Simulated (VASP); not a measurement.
# Fe: an input that fails (relaxed cell and band gap)

Fe, Im-3m (no. 229), 1 atom in the cell.

INCAR.step1:
```
PREC = Accurate ; ENCUT = 600
EDIFF = 1E-5 ; ISMEAR = 1
SIGMA = 0.1 ; LREAL = False
LASPH = True ; GGA_COMPAT = False
ALGO = Normal ; NELM = 150
ISIF = 2 ; LWAVE = True
LCHARG = False ; ISPIN = 2
MAGMOM = 3 ; LORBIT = 11
LMAXMIX = 4 ; GGA = PE
KPAR = 2
```

INCAR.step2:
```
PREC = Accurate ; ENCUT = 600
EDIFF = 1E-7 ; ISMEAR = 1
SIGMA = 0.1 ; LREAL = False
LASPH = True ; GGA_COMPAT = False
ALGO = Normal ; NELM = 80
ISIF = 3 ; LWAVE = False
LCHARG = False ; ISPIN = 2
MAGMOM = 3 ; LORBIT = 11
LMAXMIX = 4 ; LMIXTAU = True
METAGGA = TASK ; IBRION = 2
EDIFFG = -0.005 ; NSW = 20
ISTART = 1 ; KPAR = 2
```

KPOINTS:
```
k-points
0
Gamma
  13 13 13
```

POSCAR:
```
Fe
1.0
   -1.4430000000      1.4430000000      1.4430000000
    1.4430000000     -1.4430000000      1.4430000000
    1.4430000000      1.4430000000     -1.4430000000
Fe
1
Direct
    0.0000000000      0.0000000000      0.0000000000
```

Commands (each step's output is kept before the next begins):
```
cat potpaw_PBE.64/Fe/POTCAR > POTCAR
cp INCAR.step1 INCAR
mpirun -np 2 vasp_std > vasp.out
cp INCAR.step2 INCAR
mpirun -np 2 vasp_std > vasp.out
```

VASP stops with:
```
Error: One of the selected functionals does not exist. ---->  I REFUSE TO CONTINUE WITH THIS SICK JOB ... BYE!!! <----
```

Cause: TASK typed under METAGGA.
